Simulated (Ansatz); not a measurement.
Runs of Ansatz 0.2.0 on TiCo. It takes space group Pm-3m (No. 221, cubic). Conventional cell: a = 2.986 Å, b = 2.986 Å, c = 2.986 Å, α = 90.00°, β = 90.00°, γ = 90.00°. Co (site symmetry m-3m) is surrounded by 8 Ti at 2.59 Å. Ti (site symmetry m-3m) has 8 Co at 2.59 Å as nearest neighbours. The cell comes from a database or a generator and needn't be the stable form of this composition.

```tsv
task	level	cell	gap on the mesh (eV)	pressure (GPa)	moment (μB)	relaxed volume (Å³/atom)
relaxation of cell and atoms	PBE0	relaxed	none	0.0	1.00	13.77
relaxation of cell and atoms	HSE03	relaxed	none	0.0	1.00	13.81
relaxation of cell and atoms	PBEsol0	relaxed	none	0.0	1.00	13.30
single point	HF	as given	none	(b)	1.00	-
single point	PBEsol0	as given	none	(a)	1.00	-
```

Alike in all rows: potentials or basis Ansatz PAW; spin collinear, ferromagnetic start; k mesh 5 × 5 × 5; cutoff (eV) 420; smearing fermi-dirac 0.05 eV; the mesh is coarse, so values aren't converged.

Problem. Estimate the missing entries.

Solution. (a) -0.2; (b) 29.3.

Caveats: all runs use coarse meshes; the magnetic or orbital state may not be the lowest; the PAW data sets come from PBE, with cores solved anew for the run's functional, which leaves a small shift of forces and pressure; the starting moments weren't kept; the plane-wave basis is chosen anew once the cell has moved, so the energies of steps on either side of that aren't comparable (some runs); the thresholds are loose for stress (some runs); so large a pressure means that the cell lies far from this level's equilibrium, or that cutoff or potentials fall short (some runs).

A gap of «none» marks a metal or a gap under the smearing width.
